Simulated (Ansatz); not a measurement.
# Ca, beta-Sn type: how the functional moves the structure

All rows: Ansatz, plane waves with scalar-relativistic PAW, 420 eV (500 eV for the SCAN forms), relaxed under each functional, no dispersion correction, no zero-point motion. B₀ comes from uniform scaling at fixed shape; a dash is a value not given.

```csv
functional,V (Å³/atom),cell,magnetic state,ΔE to fcc (meV/atom)
PBE,43.06,"a = 6.830 Å, c = 3.692 Å (c/a = 0.541)",spin not included,259
PBEsol,41.13,"a = 6.725 Å, c = 3.638 Å (c/a = 0.541)",spin not included,260
revPBE,45.09,"a = 6.937 Å, c = 3.748 Å (c/a = 0.540)",spin not included,259
RPBE,45.67,"a = 6.966 Å, c = 3.764 Å (c/a = 0.540)",spin not included,259
BLYP,43.92,"a = 6.890 Å, c = 3.700 Å (c/a = 0.537)",spin not included,245
```

(1) What does LDA give?

Results:

(1) V (Å³/atom): 38.10; cell: a = 6.559 Å, c = 3.543 Å (c/a = 0.540); magnetic state: spin not included; ΔE to fcc (meV/atom): 254.
